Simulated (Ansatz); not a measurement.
BaTiO3:

```
CELL_PARAMETERS angstrom
3.99980 0.00000 0.00000
0.00000 3.99980 0.00000
0.00000 0.00000 4.01800
ATOMIC_POSITIONS crystal
Ba 0.00000 0.00000 0.00000
Ti 0.50000 0.50000 0.49000
O 0.00000 0.50000 0.51700
O 0.50000 0.00000 0.51700
O 0.50000 0.50000 0.01900
```

Base run:

* Program: Ansatz 0.2.0
* Functional: PBEsol
* Potentials or basis: all-electron LAPW, scalar-relativistic
* Cutoff: 400 eV
* Density cutoff: 1600 eV
* Basis error allowed: 0.002 eV/atom
* k mesh: 7 × 7 × 7
* Occupations: fermi-dirac, width 0.05 eV
* Spin: no spin polarisation

Its results: band gap on the k mesh 1.88 eV, indirect (least direct gap 2.04 eV); pressure -3.8 GPa; largest force 0.359 eV/Å.

Problem. The run is repeated on the same cell with these changes: hubbard terms from none to Ti d U = 8 eV. What comes out?

Solution. Band gap on the k mesh 2.99 eV, indirect (least direct gap 3.20 eV); pressure -0.8 GPa; largest force 0.370 eV/Å.

The U term pushes filled and empty states of the shell apart.

Caveats: spin-orbit coupling is left out, which moves the levels of the heavy elements; the mesh misses the band edges, which the band path finds closer together; U is the effective U less J, on atomic orbitals that reach past the spheres (some runs).

Not every run made on this cell is shown here.
